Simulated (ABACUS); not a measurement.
Input of an ABACUS 3.10.1 run:

Contents of run_abacus.py:

```python
"""ABACUS run from a structure file: ASE reads it, the script writes STRU, KPT and INPUT."""
import re
import subprocess
from ase.io import read
from ase.units import Bohr

atoms = read("POSCAR")
atoms = atoms[(-atoms.numbers).argsort(kind="stable")]  # ABACUS lists atoms element by element
pseudo = {'In': 'in_lda_v1.4.uspp.F.UPF', 'As': 'as_lda_v1.uspp.F.UPF'}
orbital = {}
magmoms = None
kmesh = [6, 6, 6]
params = {
    'suffix': 'InAs',
    'calculation': 'scf',
    'basis_type': 'pw',
    'pseudo_dir': './',
    'symmetry': 1,
    'dft_functional': 'LDA_X+LDA_C_PW',
    'ecutwfc': 40,
    'pseudo_rcut': 10,
    'nspin': 1,
    'nbands': 19,
    'ks_solver': 'dav',
    'smearing_method': 'fd',
    'smearing_sigma': 0.00367493,
    'scf_thr': 1e-08,
    'scf_nmax': 100,
    'mixing_type': 'broyden',
    'mixing_beta': 0.7,
    'cal_force': 1,
    'cal_stress': 1,
    'ecutrho': 320,
    'out_chg': 1,
    'kpar': 4,
}

symbols = atoms.get_chemical_symbols()
elements = list(dict.fromkeys(symbols))
lines = ["ATOMIC_SPECIES"] + [f"{e} {atoms.get_masses()[symbols.index(e)]:.4f} {pseudo[e]}" for e in elements]
if orbital:
    lines += ["", "NUMERICAL_ORBITAL"] + [orbital[e] for e in elements]
lines += ["", "LATTICE_CONSTANT", f"{1 / Bohr:.10f}", "", "LATTICE_VECTORS"]
lines += [" ".join(f"{x:.10f}" for x in v) for v in atoms.cell]
lines += ["", "ATOMIC_POSITIONS", "Direct"]
for e in elements:
    lines += ["", e, "0.0", str(symbols.count(e))]
    for i, p in enumerate(atoms.get_scaled_positions(wrap=False)):
        if symbols[i] == e:
            mag = "" if magmoms is None else " mag " + " ".join(str(x) for x in (magmoms[i] if isinstance(magmoms[i], list) else [magmoms[i]]))
            lines.append(" ".join(f"{x:.10f}" for x in p) + " 1 1 1" + mag)
open("STRU", "w").write("\n".join(lines) + "\n")
open("KPT", "w").write("K_POINTS\n0\nGamma\n%d %d %d 0 0 0\n" % tuple(kmesh))
open("INPUT", "w").write("INPUT_PARAMETERS\n" + "".join(f"{k:<20s}{v}\n" for k, v in params.items()))

done = subprocess.run(['mpirun', '-np', '4', 'abacus'])
if done.returncode:
    raise SystemExit(done.returncode)
log = open("OUT.InAs/running_scf.log").read()
print("final energy (eV):", re.findall(r"FINAL_ETOT_IS (\S+)", log))
```

The input POSCAR:

```
InAs
1.0
    0.0000000000      3.0180000000      3.0180000000
    3.0180000000      0.0000000000      3.0180000000
    3.0180000000      3.0180000000      0.0000000000
In As
1 1
Direct
    0.0000000000      0.0000000000      0.0000000000
    0.7500000000      0.7500000000      0.7500000000
```

Potentials or basis: GBRV ultrasoft 1.5 LDA, plane waves.

Run with:

```bash
$ OMP_NUM_THREADS=1 python run_abacus.py > log
```

Q: Predict the band gap on the k mesh.

A: None (metal or under the smearing width).

Q: What does it give for the pressure?

A: -0.6 GPa.

Caveat: this crystal is a semiconductor, whose small gap the functional closes, so the metal is an error of the method.

**The experiment to reproduce.**

From a printed reference work, data compilation, for a bulk crystal of InAs at 4.2 K: band gap 0.418 eV (direct).

Against the measured gap of InAs, 0.418 eV (direct; 4.2 K; a printed reference work, data compilation), the calculated 0.00 eV is off by -0.42 eV. Spin-orbit coupling on As, In is left out. The value is that of LDA-PW92 on a finite k mesh, which can miss the band edges, without temperature or zero-point motion. Semilocal functionals fall short of measured gaps as a rule.
